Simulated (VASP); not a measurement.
# BN (Qingsongite): NMR shieldings, part 3 of 3

Wanted: the shieldings and field gradients at the nuclei of BN (Qingsongite). The cell is of the zinc-blende type, one of the forms listed for this formula, which need not be the common one. The start is a cell from a database of measured crystal structures.

VASP 6.6.1, plane waves and PAW; the level of theory is named at each step.

So far. Step 2 (Ground state): The cell has a gap of 4.61 eV on this mesh and a pressure of +3.3 GPa, which holds the misfit of the given cell and coordinates with this functional, and any error of cutoff, mesh and data sets.

## 4. Another functional, PAW release LDA 64

This step: chemical shifts by linear response (GIPAW), LDA; plane waves and PAW (N, B) (VASP 6.6.1).

The functional is changed, to see how much the shieldings depend on it.

The input, INCAR:

```
SYSTEM = BN
PREC = Accurate
ENCUT = 560
EDIFF = 1E-09
NELM = 100
ISMEAR = 0
SIGMA = 0.01
LREAL = .FALSE.
ALGO = Normal
GGA = CA
NBANDS = 10
LWAVE = .FALSE.
LCHARG = .FALSE.
KPAR = 2
LCHIMAG = .TRUE.
LEFG = .TRUE.
DQ = 0.001
ICHIBARE = 1
LNMR_SYM_RED = .TRUE.
```

The input, POSCAR:

```
BN
1.0
    0.0000000000      1.8075000000      1.8075000000
    1.8075000000      0.0000000000      1.8075000000
    1.8075000000      1.8075000000      0.0000000000
N B
1 1
Direct
    0.7500000000      0.7500000000      0.7500000000
    0.0000000000      0.0000000000      0.0000000000
```

The input, KPOINTS:

```
Automatic mesh
0
Gamma
10 10 10
0 0 0
```

Potentials, in the order of the species: N and B (LDA family, release 64).

Started as:

```bash
> mpirun -np 2 vasp_std
```

The log of the run:

```text
[banner, memory and clock lines left out]
running    2 mpi-ranks, on    1 nodes
 distrk:  each k-point on    1 cores,    2 groups
 distr:  one band on    1 cores,    1 groups

 POSCAR found type information on POSCAR N B
 POSCAR found :  2 types and       2 ions
 LDA part: xc-table for (Slater(with rela. corr.)+CA(PZ))
 , standard interpolation
 POSCAR, INCAR and KPOINTS ok, starting setup
 FFT: planning ... GRIDC
 FFT: planning ... GRID_SOFT
 FFT: planning ... GRID
 WAVECAR not read
 entering main loop
       N       E                     dE             d eps       ncg     rms          rms(c)
DAV:   1     0.967746959135E+01    0.96775E+01   -0.53994E+03   964   0.839E+02
DAV:   2    -0.200274916812E+02   -0.29705E+02   -0.28755E+02  1142   0.163E+02
DAV:   3    -0.205348969714E+02   -0.50741E+00   -0.50633E+00  1098   0.184E+01
DAV:   4    -0.205355208238E+02   -0.62385E-03   -0.62384E-03  1030   0.778E-01
DAV:   5    -0.205355214479E+02   -0.62409E-06   -0.62412E-06  1072   0.245E-02    0.650E+00
DAV:   6    -0.195453731621E+02    0.99015E+00   -0.33614E+00   956   0.112E+01    0.307E+00
DAV:   7    -0.194371530555E+02    0.10822E+00   -0.85891E-02  1034   0.255E+00    0.176E+00
DAV:   8    -0.194054566595E+02    0.31696E-01   -0.48587E-02  1044   0.157E+00    0.175E-01
DAV:   9    -0.194053154305E+02    0.14123E-03   -0.10027E-03  1032   0.279E-01    0.798E-02
DAV:  10    -0.194052994834E+02    0.15947E-04   -0.46367E-05  1072   0.685E-02    0.133E-02
DAV:  11    -0.194052999414E+02   -0.45798E-06   -0.23551E-06  1044   0.106E-02    0.643E-03
DAV:  12    -0.194052998505E+02    0.90889E-07   -0.61475E-07  1040   0.487E-03    0.240E-04
DAV:  13    -0.194052998515E+02   -0.10041E-08   -0.10227E-08  1056   0.101E-03    0.109E-04
DAV:  14    -0.194052998515E+02    0.29445E-10   -0.94343E-11   558   0.860E-05
ion   1
     0.0000000    -0.0000000     0.0000000     0.0000000     0.0000000    -0.0000000
     0.0000281    -0.0000000     0.0000000     0.0000000     0.0000000    -0.0000000
     0.0000381    -0.0000000     0.0000000     0.0000000     0.0000000    -0.0000000
     0.0000517    -0.0000000     0.0000000     0.0000000     0.0000000    -0.0000000
     0.0000701    -0.0000000     0.0000000     0.0000000     0.0000000    -0.0000000

     0.0000000    -0.0000000     0.0000000     0.0000000     0.0000000    -0.0000000
     0.0000281    -0.0000000     0.0000000     0.0000000     0.0000000    -0.0000000
     0.0000381    -0.0000000     0.0000000     0.0000000     0.0000000    -0.0000000
     0.0000517    -0.0000000     0.0000000     0.0000000     0.0000000    -0.0000000
     0.0000701    -0.0000000     0.0000000     0.0000000     0.0000000    -0.0000000

ion   2
     0.0000000     0.0000000    -0.0000000     0.0000000     0.0000000    -0.0000000
     0.0000257     0.0000000    -0.0000000     0.0000000     0.0000000    -0.0000000
     0.0000354     0.0000000    -0.0000000     0.0000000     0.0000000    -0.0000000
     0.0000487     0.0000000    -0.0000000     0.0000000     0.0000000    -0.0000000
     0.0000671     0.0000000    -0.0000000     0.0000000     0.0000000    -0.0000000

     0.0000000     0.0000000    -0.0000000     0.0000000     0.0000000    -0.0000000
     0.0000257     0.0000000    -0.0000000     0.0000000     0.0000000    -0.0000000
     0.0000354     0.0000000    -0.0000000     0.0000000     0.0000000    -0.0000000
     0.0000487     0.0000000    -0.0000000     0.0000000     0.0000000    -0.0000000
     0.0000671     0.0000000    -0.0000000     0.0000000     0.0000000    -0.0000000

   1 F= -.19405300E+02 E0= -.19405300E+02  d E =-.316997-153
DAV:   1    -0.347861331402E+01   -0.34786E+01    0.00000E+00     0   0.000E+00
DAV:   2    -0.347861331402E+01    0.00000E+00    0.00000E+00     0   0.000E+00
BDIR= 1  IDIR= 2  IQ= -1
DAV:   1    -0.695024621814E+01   -0.69502E+01   -0.11616E-02   996   0.532E-01
DAV:   2    -0.695025881531E+01   -0.12597E-04   -0.12597E-04  1072   0.109E-01
DAV:   3    -0.695025882064E+01   -0.53252E-08   -0.53768E-08  1156   0.271E-03
DAV:   4    -0.695025882068E+01   -0.41703E-10   -0.24476E-11   998   0.439E-05
       N       E                     dE             d eps       ncg     rms
RMM:   1    -0.227128577556E+02   -0.22713E+02   -0.36511E+01  1951   0.307E+01
RMM:   2    -0.231094516083E+02   -0.39659E+00   -0.28805E-01  2164   0.351E+00
RMM:   3    -0.231146364480E+02   -0.51848E-02   -0.54438E-03  2183   0.341E-01
RMM:   4    -0.231147738742E+02   -0.13743E-03   -0.17957E-04  2215   0.482E-02
RMM:   5    -0.231147803726E+02   -0.64984E-05   -0.76524E-06  2223   0.795E-03
RMM:   6    -0.231147807053E+02   -0.33267E-06   -0.52225E-07  2142   0.159E-03
RMM:   7    -0.231147807304E+02   -0.25114E-07   -0.30792E-08  1923   0.340E-04
RMM:   8    -0.231147807319E+02   -0.15164E-08   -0.27939E-09  1797   0.932E-05
RMM:   9    -0.231147807320E+02   -0.12448E-09   -0.14717E-10  1710   0.394E-05
BDIR= 1  IDIR= 2  IQ=  0
DAV:   1    -0.695722294960E+01   -0.69572E+01   -0.62288E-12   512   0.201E-05
DAV:   2    -0.695722294959E+01    0.14523E-10   -0.44610E-13   512   0.413E-06
       N       E                     dE             d eps       ncg     rms
RMM:   1    -0.227393487005E+02   -0.22739E+02   -0.36637E+01  1951   0.307E+01
RMM:   2    -0.231373938209E+02   -0.39805E+00   -0.28774E-01  2163   0.351E+00
RMM:   3    -0.231425535716E+02   -0.51598E-02   -0.54321E-03  2165   0.340E-01
RMM:   4    -0.231426902902E+02   -0.13672E-03   -0.17781E-04  2182   0.480E-02
RMM:   5    -0.231426967199E+02   -0.64297E-05   -0.75728E-06  2175   0.786E-03
RMM:   6    -0.231426970484E+02   -0.32852E-06   -0.51477E-07  2076   0.154E-03
RMM:   7    -0.231426970732E+02   -0.24808E-07   -0.30446E-08  1804   0.326E-04
RMM:   8    -0.231426970747E+02   -0.14969E-08   -0.27714E-09  1693   0.902E-05
RMM:   9    -0.231426970748E+02   -0.12303E-09   -0.14510E-10  1619   0.387E-05
BDIR= 1  IDIR= 2  IQ=  1
DAV:   1    -0.696441473895E+01   -0.69644E+01   -0.11602E-02   992   0.532E-01
DAV:   2    -0.696442769844E+01   -0.12959E-04   -0.12959E-04  1068   0.110E-01
DAV:   3    -0.696442770403E+01   -0.55890E-08   -0.55833E-08  1148   0.275E-03
DAV:   4    -0.696442770400E+01    0.30227E-10   -0.27927E-11   982   0.459E-05
       N       E                     dE             d eps       ncg     rms
RMM:   1    -0.227660794213E+02   -0.22766E+02   -0.36764E+01  1951   0.307E+01
RMM:   2    -0.231656483087E+02   -0.39957E+00   -0.28749E-01  2165   0.351E+00
RMM:   3    -0.231707847442E+02   -0.51364E-02   -0.54255E-03  2183   0.340E-01
RMM:   4    -0.231709209692E+02   -0.13623E-03   -0.17650E-04  2215   0.479E-02
RMM:   5    -0.231709273529E+02   -0.63836E-05   -0.75755E-06  2227   0.788E-03
[...]
RMM:   5    -0.315167295967E+02   -0.12943E-04   -0.18857E-05  2195   0.127E-02
RMM:   6    -0.315167303599E+02   -0.76320E-06   -0.10193E-06  2084   0.253E-03
RMM:   7    -0.315167304043E+02   -0.44464E-07   -0.66934E-08  1906   0.524E-04
RMM:   8    -0.315167304074E+02   -0.31002E-08   -0.47097E-09  1812   0.132E-04
RMM:   9    -0.315167304076E+02   -0.22349E-09   -0.32288E-10  1714   0.468E-05
       N       E                     dE             d eps       ncg     rms
RLQ:   1    -0.179307124823E+00   -0.17931E+00   -0.26954E-01  1815   0.368E+00
RLQ:   2    -0.182020826497E+00   -0.27137E-02   -0.22988E-03  2125   0.260E-01
RLQ:   3    -0.182064029315E+00   -0.43203E-04   -0.45605E-05  2141   0.284E-02
RLQ:   4    -0.182065483770E+00   -0.14545E-05   -0.16035E-06  2154   0.440E-03
RLQ:   5    -0.182065546758E+00   -0.62987E-07   -0.80693E-08  2022   0.842E-04
RLQ:   6    -0.182065550522E+00   -0.37641E-08   -0.53118E-09  1846   0.183E-04
RLQ:   7    -0.182065550780E+00   -0.25840E-09   -0.31054E-10  1701   0.548E-05
BDIR= 3  IDIR= 1  IQ= -1
DAV:   1    -0.694122903879E+01   -0.69412E+01   -0.11339E-02  1004   0.536E-01
DAV:   2    -0.694124091615E+01   -0.11877E-04   -0.11877E-04  1070   0.107E-01
DAV:   3    -0.694124092133E+01   -0.51876E-08   -0.51904E-08  1196   0.265E-03
DAV:   4    -0.694124092133E+01    0.70459E-11   -0.19465E-11  1000   0.350E-05
       N       E                     dE             d eps       ncg     rms
RMM:   1    -0.313872332436E+02   -0.31387E+02   -0.64087E+01  2026   0.337E+01
RMM:   2    -0.320706108991E+02   -0.68338E+00   -0.46976E-01  2183   0.404E+00
RMM:   3    -0.320806799316E+02   -0.10069E-01   -0.12023E-02  2196   0.433E-01
RMM:   4    -0.320810244963E+02   -0.34456E-03   -0.37570E-04  2210   0.722E-02
RMM:   5    -0.320810385401E+02   -0.14044E-04   -0.20571E-05  2227   0.131E-02
RMM:   6    -0.320810393908E+02   -0.85076E-06   -0.11467E-06  2117   0.271E-03
RMM:   7    -0.320810394432E+02   -0.52323E-07   -0.77409E-08  1951   0.575E-04
RMM:   8    -0.320810394467E+02   -0.35842E-08   -0.55633E-09  1870   0.146E-04
RMM:   9    -0.320810394470E+02   -0.27347E-09   -0.38189E-10  1759   0.494E-05
BDIR= 3  IDIR= 1  IQ=  0
DAV:   1    -0.695722294960E+01   -0.69572E+01   -0.62938E-12   512   0.201E-05
DAV:   2    -0.695722294962E+01   -0.19133E-10   -0.44801E-13   512   0.413E-06
       N       E                     dE             d eps       ncg     rms
RMM:   1    -0.314006592259E+02   -0.31401E+02   -0.64081E+01  2026   0.337E+01
RMM:   2    -0.320842793984E+02   -0.68362E+00   -0.47052E-01  2178   0.404E+00
RMM:   3    -0.320943864222E+02   -0.10107E-01   -0.12061E-02  2179   0.433E-01
RMM:   4    -0.320947326728E+02   -0.34625E-03   -0.37706E-04  2199   0.723E-02
RMM:   5    -0.320947467703E+02   -0.14098E-04   -0.20684E-05  2177   0.131E-02
RMM:   6    -0.320947476257E+02   -0.85537E-06   -0.11499E-06  2066   0.272E-03
RMM:   7    -0.320947476782E+02   -0.52452E-07   -0.77700E-08  1889   0.576E-04
RMM:   8    -0.320947476818E+02   -0.35981E-08   -0.55672E-09  1803   0.147E-04
RMM:   9    -0.320947476820E+02   -0.27359E-09   -0.38261E-10  1696   0.496E-05
BDIR= 3  IDIR= 1  IQ=  1
DAV:   1    -0.697339046966E+01   -0.69734E+01   -0.11326E-02  1008   0.536E-01
DAV:   2    -0.697340297576E+01   -0.12506E-04   -0.12506E-04  1076   0.107E-01
DAV:   3    -0.697340298107E+01   -0.53116E-08   -0.53058E-08  1212   0.264E-03
DAV:   4    -0.697340298105E+01    0.19077E-10   -0.18226E-11  1000   0.330E-05
       N       E                     dE             d eps       ncg     rms
RMM:   1    -0.314132643935E+02   -0.31413E+02   -0.64071E+01  2027   0.337E+01
RMM:   2    -0.320970957861E+02   -0.68383E+00   -0.47131E-01  2183   0.404E+00
RMM:   3    -0.321072428322E+02   -0.10147E-01   -0.12103E-02  2196   0.434E-01
RMM:   4    -0.321075909457E+02   -0.34811E-03   -0.37874E-04  2211   0.725E-02
RMM:   5    -0.321076051132E+02   -0.14167E-04   -0.20828E-05  2227   0.131E-02
RMM:   6    -0.321076059749E+02   -0.86173E-06   -0.11560E-06  2117   0.273E-03
RMM:   7    -0.321076060276E+02   -0.52721E-07   -0.78245E-08  1951   0.579E-04
RMM:   8    -0.321076060313E+02   -0.36262E-08   -0.55956E-09  1871   0.147E-04
RMM:   9    -0.321076060315E+02   -0.27486E-09   -0.38542E-10  1760   0.497E-05
BDIR= 3  IDIR= 2  IQ= -1
DAV:   1    -0.695024621813E+01   -0.69502E+01   -0.11616E-02   996   0.532E-01
DAV:   2    -0.695025881530E+01   -0.12597E-04   -0.12597E-04  1072   0.109E-01
DAV:   3    -0.695025882072E+01   -0.54242E-08   -0.53768E-08  1156   0.271E-03
DAV:   4    -0.695025882068E+01    0.43752E-10   -0.24486E-11   998   0.439E-05
       N       E                     dE             d eps       ncg     rms
RMM:   1    -0.308743062574E+02   -0.30874E+02   -0.63836E+01  1969   0.339E+01
RMM:   2    -0.315720773007E+02   -0.69777E+00   -0.48553E-01  2160   0.414E+00
RMM:   3    -0.315824708204E+02   -0.10394E-01   -0.12016E-02  2182   0.447E-01
RMM:   4    -0.315828053010E+02   -0.33448E-03   -0.36756E-04  2192   0.725E-02
RMM:   5    -0.315828183451E+02   -0.13044E-04   -0.19000E-05  2213   0.127E-02
RMM:   6    -0.315828191136E+02   -0.76848E-06   -0.10291E-06  2111   0.255E-03
RMM:   7    -0.315828191585E+02   -0.44941E-07   -0.67474E-08  1938   0.528E-04
RMM:   8    -0.315828191616E+02   -0.31247E-08   -0.47631E-09  1849   0.133E-04
RMM:   9    -0.315828191618E+02   -0.22602E-09   -0.32589E-10  1737   0.470E-05
BDIR= 3  IDIR= 2  IQ=  0
DAV:   1    -0.695722294961E+01   -0.69572E+01   -0.63349E-12   512   0.201E-05
DAV:   2    -0.695722294960E+01    0.12648E-10   -0.44633E-13   512   0.413E-06
       N       E                     dE             d eps       ncg     rms
RMM:   1    -0.308084520824E+02   -0.30808E+02   -0.63580E+01  1969   0.339E+01
RMM:   2    -0.315025880425E+02   -0.69414E+00   -0.48225E-01  2155   0.413E+00
RMM:   3    -0.315128712124E+02   -0.10283E-01   -0.11905E-02  2163   0.445E-01
RMM:   4    -0.315132019888E+02   -0.33078E-03   -0.36408E-04  2179   0.721E-02
RMM:   5    -0.315132149107E+02   -0.12922E-04   -0.18786E-05  2167   0.126E-02
RMM:   6    -0.315132156706E+02   -0.75992E-06   -0.10212E-06  2059   0.253E-03
RMM:   7    -0.315132157152E+02   -0.44631E-07   -0.66911E-08  1865   0.523E-04
RMM:   8    -0.315132157183E+02   -0.30967E-08   -0.47411E-09  1769   0.131E-04
RMM:   9    -0.315132157185E+02   -0.22529E-09   -0.32398E-10  1663   0.468E-05
BDIR= 3  IDIR= 2  IQ=  1
DAV:   1    -0.696441473896E+01   -0.69644E+01   -0.11602E-02   992   0.532E-01
DAV:   2    -0.696442769846E+01   -0.12960E-04   -0.12959E-04  1068   0.110E-01
DAV:   3    -0.696442770402E+01   -0.55592E-08   -0.55833E-08  1148   0.275E-03
DAV:   4    -0.696442770402E+01    0.13145E-11   -0.27998E-11   982   0.459E-05
       N       E                     dE             d eps       ncg     rms
RMM:   1    -0.307423653426E+02   -0.30742E+02   -0.63318E+01  1969   0.339E+01
RMM:   2    -0.314327618016E+02   -0.69040E+00   -0.47891E-01  2159   0.412E+00
RMM:   3    -0.314429325992E+02   -0.10171E-01   -0.11790E-02  2181   0.443E-01
RMM:   4    -0.314432595483E+02   -0.32695E-03   -0.36055E-04  2192   0.717E-02
RMM:   5    -0.314432723502E+02   -0.12802E-04   -0.18580E-05  2212   0.126E-02
RMM:   6    -0.314432731024E+02   -0.75212E-06   -0.10144E-06  2110   0.252E-03
RMM:   7    -0.314432731467E+02   -0.44388E-07   -0.66408E-08  1936   0.522E-04
RMM:   8    -0.314432731498E+02   -0.30742E-08   -0.47262E-09  1845   0.131E-04
RMM:   9    -0.314432731500E+02   -0.22485E-09   -0.32229E-10  1737   0.468E-05
       N       E                     dE             d eps       ncg     rms
RLQ:   1    -0.215696351489E+00   -0.21570E+00   -0.39098E-01  1532   0.362E+00
RLQ:   2    -0.219267837124E+00   -0.35715E-02   -0.37437E-03  1903   0.263E-01
RLQ:   3    -0.219334196976E+00   -0.66360E-04   -0.60755E-05  1855   0.299E-02
RLQ:   4    -0.219336159564E+00   -0.19626E-05   -0.18458E-06  1883   0.420E-03
RLQ:   5    -0.219336221391E+00   -0.61828E-07   -0.87576E-08  1634   0.778E-04
RLQ:   6    -0.219336225369E+00   -0.39778E-08   -0.44316E-09  1516   0.157E-04
RLQ:   7    -0.219336225575E+00   -0.20576E-09   -0.28386E-10  1407   0.489E-05
```

Run time: 92 s. Hardware: 2 MPI ranks of AMD EPYC 7R43, shared host; peak memory 0.24 GiB; 3 min of CPU time.

OUTCAR, selected parts (step 4):

```text
The static configuration has the point symmetry T_d .

 Found     47 irreducible k-points:

   NELECT =       8.0000    total number of electrons

  Total       -0.7497694     -0.7497694     -0.7497694      0.0000000      0.0000000      0.0000000
  in kB     -101.7122793   -101.7122793   -101.7122793      0.0000000      0.0000000      0.0000000
  external PRESSURE =    -101.7122793 kB  Pullay stress =       0.0000000 kB

 POSITION                                       TOTAL-FORCE (eV/Angst)
 -----------------------------------------------------------------------------------
      2.71125      2.71125      2.71125        -0.000000     -0.000000      0.000000
      0.00000      0.00000      0.00000         0.000000      0.000000     -0.000000
 -----------------------------------------------------------------------------------
    total drift:                                0.000000      0.000000      0.000000

 Electric field gradients after diagonalization (V/A^2)
 (convention: |V_zz| > |V_xx| > |V_yy|)
----------------------------------------------------------------------
 ion       V_xx      V_yy      V_zz     asymmetry (V_yy - V_xx)/ V_zz
----------------------------------------------------------------------
   1       0.000     0.000    -0.001       0.000
   2      -0.000    -0.000     0.000       0.000
----------------------------------------------------------------------

  ORBITAL MAGNETIC SUSCEPTIBILITY, excluding core contribution
 -------------------------------------------------------------
  Approximate magnetic susceptibility, pGv (10^-6 cm^3/mole)
     1        -10.177689         -0.000000          0.000000
     2          0.000000        -10.177689          0.000000
     3          0.000000          0.000000        -10.177689
 -------------------------------------------------------------
  Approximate magnetic susceptibility, vGv (10^-6 cm^3/mole)
     1        -10.930977          0.000000          0.000000
     2          0.000000        -10.930977          0.000000
     3          0.000000          0.000000        -10.930977

  BDIR labels direction of applied magnetic field (i.e. B0)
  For BDIR==1, B0 along x-axis, etc.
  Induced field listed along cartesian directions for each BDIR
 ------------------------------------------------------------------------------------------
                 EXCLUDING G=0 CONTRIBUTION              INCLUDING G=0 CONTRIBUTION
 ------------------------------------------------------------------------------------------
  ion  BDIR            X           Y           Z                X           Y           Z
          (   iso_shield        span        skew ) (   iso_shield        span        skew )
 ------------------------------------------------------------------------------------------
    1     1     189.5284      0.0000      0.0000         201.9300      0.0000      0.0000
          2       0.0000    189.5284      0.0000           0.0000    201.9300      0.0000
          3       0.0000     -0.0000    189.5284           0.0000     -0.0000    201.9300
          (     189.5284      0.0000      0.0000 ) (     201.9300      0.0000      0.0000 )

    2     1      79.9020     -0.0000      0.0000          92.3036     -0.0000      0.0000
          2       0.0000     79.9020     -0.0000           0.0000     92.3036     -0.0000
          3      -0.0000     -0.0000     79.9020          -0.0000     -0.0000     92.3036
          (      79.9020      0.0000      0.0000 ) (      92.3036      0.0000      0.0000 )
 ------------------------------------------------------------------------------------------

[... 9 parts as in an earlier step ...]

[... 1 further part left out ...]
```

This step gave:

```
free energy (TOTEN)            : -19.41 eV
Fermi energy                   : 7.574 eV
pressure                       : -10.17 GPa
gap on the k-mesh              : 4.344 eV
least direct gap on the k-mesh : 8.683 eV
```

Valence and core; the G = 0 term is that of a spherical sample. NMR shielding, by row:

| atom | isotropic shielding (ppm) | span (ppm) | skew | isotropic shielding without the G = 0 term (ppm) |
| --- | --- | --- | --- | --- |
| N1 | 201.9 | 0 | - | 189.5 |
| B2 | 92.3 | 0 | - | 79.9 |

Ordered as |Vzz| ≥ |Vxx| ≥ |Vyy|, the program's way. Electric field gradients, by row:

| atom | Vxx (V/Å²) | Vyy (V/Å²) | Vzz (V/Å²) | asymmetry |
| --- | --- | --- | --- | --- |
| N1 | 0 | 0 | -0.001 | - |
| B2 | 0 | 0 | 0 | - |

Against the first shielding run the largest change is -2.7 ppm, on N1.

## 5. Summary

This step: chemical shifts by linear response (GIPAW), PBE, LDA; plane waves and PAW (VASP 6.6.1).

This step runs nothing: it gathers the runs above.

Isotropic shieldings. Cost is wall time times ranks on a shared host. Shieldings by setting:

| run | ENCUT (eV) | k mesh | N1, Wyckoff letter c (ppm) | B2, Wyckoff letter a (ppm) | cost (core minutes) |
| --- | --- | --- | --- | --- | --- |
| first shielding run | 560 | 10x10x10 | 204.6 | 94.77 | 4.47 |
| another functional | 560 | 10x10x10 | 201.9 | 92.3 | 3.07 |

## 6. What came out

| Property | Result |
| --- | --- |
| N, isotropic shielding | 204.6 ppm |
| B, isotropic shielding | 94.8 ppm |

What this shows: At PBE, in the first shielding run, the isotropic shieldings are N 204.6 ppm; B 94.8 ppm. In the first shielding run all tensors are isotropic to 0.5 ppm, as the cubic site symmetry asks. In the undistorted cell the field gradients vanish by symmetry; what its table shows is numerical noise. Against the first shielding run, the one with another functional moves the shieldings by at most 2.7 ppm. Shifts were not obtained, since a shift is the shielding of a reference compound, computed alike, less these values. The G = 0 term is the part set by the sample's shape, taken here for a sphere. No finer mesh was run, so convergence in it isn't shown. VASP's guide advises LASPH and NLSPLINE for shieldings, which this input doesn't set; the effect wasn't tested. The cell is of the zinc-blende type, one of the forms listed for this formula, which need not be the common one. The given cell is kept, although it stands at +3.2 GPa at PBE and ENCUT = 560 eV, which holds the mismatch of the given cell with this functional, any error of the entry itself and any basis-set error.

[Lines on the potential files, build, host, timing and source positions are cut from VASP's logs without a mark.]

[Logs are printed without paths, hosts, clocks, repeated set-up lines and the standing remarks that a program may print on its own settings, such as how far it seeks lower states.]

[Hosts, paths, dates, database ids (printed as entryN), source tags and the programs' standing remarks are cut or masked in the printed files.]
